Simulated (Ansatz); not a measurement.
GaN: what changed settings do

All trials start from this Ansatz input:

```yaml
crystal:
  lattice:
    - [0.0, 2.2535006075, 2.2535006075]
    - [2.2535006075, 0.0, 2.2535006075]
    - [2.2535006075, 2.2535006075, 0.0]
  atoms:
    - { symbol: Ga, position: [0.0, 0.0, 0.0] }
    - { symbol: "N", position: [0.75, 0.75, 0.75] }
basis:
  ecutwfc: 420
kpoints:
  mp_grid: { grid: [6, 6, 6] }
hamiltonian:
  xc: pbe
scf:
  occupations: { method: gaussian, width: 0.1 }
output:
  forces: true
  stress: true
  eigenvalues: true
```

Command:

```bash
ansatz run input.yaml --threads 1 --pin off --max-ram 1331MiB --backend cpu --events-out ev --progress --plain --runs-dir out
```

The run converges in 6 SCF iterations on 16 irreducible k-points: pressure 4.99 GPa, gap on the sampled k-points 1.71 eV.

These settings were drawn at random to show what each does; none of the numbers is a converged property of the crystal. Each trial's input is given as a difference from the reference's; energies are extrapolated to zero smearing where there is one, and pressure is positive in compression.

Trial 1:

```diff
 basis:
-  ecutwfc: 420
+  ecutrho_ratio: 8
 kpoints:
-  mp_grid: { grid: [6, 6, 6] }
+  mp_grid: { kspacing: 0.59 }
 scf:
-  occupations: { method: gaussian, width: 0.1 }
+  occupations: { method: cold, width: 0.2 }
+  max_iter: 52
+magnetization:
+  spin_polarized: true
+  per_species: { Fe: 2.0 }
```

What does the program give?

The run converges in 8 SCF iterations on 10 irreducible k-points: energy 5.70 meV per atom above the reference, pressure 4.96 GPa, gap on the sampled k-points 1.71 eV, cell moment 0.00 μB. It warns that no starting moments were given; that the state wasn't tested for a lower one.

Trial 2:

```diff
 crystal:
   atoms:
-    - { symbol: Ga, position: [0.0, 0.0, 0.0] }
+    - { symbol: Ga, position: [0.0, 0.0, 0.0], spin: 4.0 }
 scf:
+  lower_state_search: "off"
+  max_iter: 4
 output:
+  populations: true
+magnetization:
+  spin_polarized: true
+  magnetic_field: 1
```

What does the program give?

The run stops unconverged after 4 SCF iterations:

```text
Error: did not converge after 4 iterations: onsite_residual = 4.41e0 (threshold 1.00e-7), under the density mixer `msr1`, which `scf.mixing.algorithm: auto` chose by the deck's other keys (type `scf.mixing.algorithm: msr1` to keep it); raise `scf.max_iter`, which need not help a stalled SCF …
```

Next try, with these keys changed back:

```diff
 scf:
-  max_iter: 4
+  max_iter: 77
```

The run converges in 13 SCF iterations on 16 irreducible k-points: pressure 4.99 GPa, gap on the sampled k-points 1.71 eV, cell moment 0.00 μB (in the typed magnetic field). It warns that the starting moments were lost.

Trial 3:

```diff
 crystal:
   atoms:
-    - { symbol: Ga, position: [0.0, 0.0, 0.0] }
+    - { symbol: Ga, position: [0.0443754041, -0.0443754041, 0.0443754041] }
 scf:
+  max_iter: 65
+relax:
+  adjacent_minimum: "off"
+  f_tol: 0.02
+md:
+  timestep: 2.0
+  n_steps: 4
+  ensemble: nve
+  temperature: 600
+  initial_velocities: maxwell_boltzmann
+  seed: 66
```

How does this run end?

The program refuses the input:

```text
Error: YAML parse error: relax, md: an input makes one kind of run: give each of these sections an input of its own (the manual's quickstart, § A run on a saved structure, says how one follows another)
```

Next try, with these keys changed back:

```diff
-relax:
-  adjacent_minimum: "off"
-  f_tol: 0.02
-md:
-  timestep: 2.0
-  n_steps: 4
-  ensemble: nve
-  temperature: 600
-  initial_velocities: maxwell_boltzmann
-  seed: 66
```

The run converges in 6 SCF iterations on 46 irreducible k-points: energy 121 meV per atom above the reference, pressure 8.91 GPa, largest force 2.361 eV/Å, gap on the sampled k-points 1.47 eV.

Trial 4:

```diff
 hamiltonian:
-  xc: pbe
+  xc: blyp
 scf:
-  occupations: { method: gaussian, width: 0.1 }
+  occupations: { method: none }
+  n_extra_bands: 2
+  max_iter: 84
+efield:
+  axis: 3
+  amplitude: 0.1
```

How does this run end?

The program refuses the input:

```text
Error: YAML parse error: error: line 16 column 26: unknown occupation method `none` (expected fermi_dirac | gaussian | methfessel_paxton | cold | fixed | tetrahedron | tetrahedron_uncorrected | explicit)
```

Next try, with these keys changed back:

```diff
 scf:
-  occupations: { method: none }
+  occupations: { method: gaussian, width: 0.1 }
```

The run converges in 6 SCF iterations on 32 irreducible k-points: pressure 10.62 GPa, largest force 0.317 eV/Å, gap on the sampled k-points 1.84 eV. It warns that the forces don't sum to zero. Forces of BLYP on these PAW sets can be off by 10 %.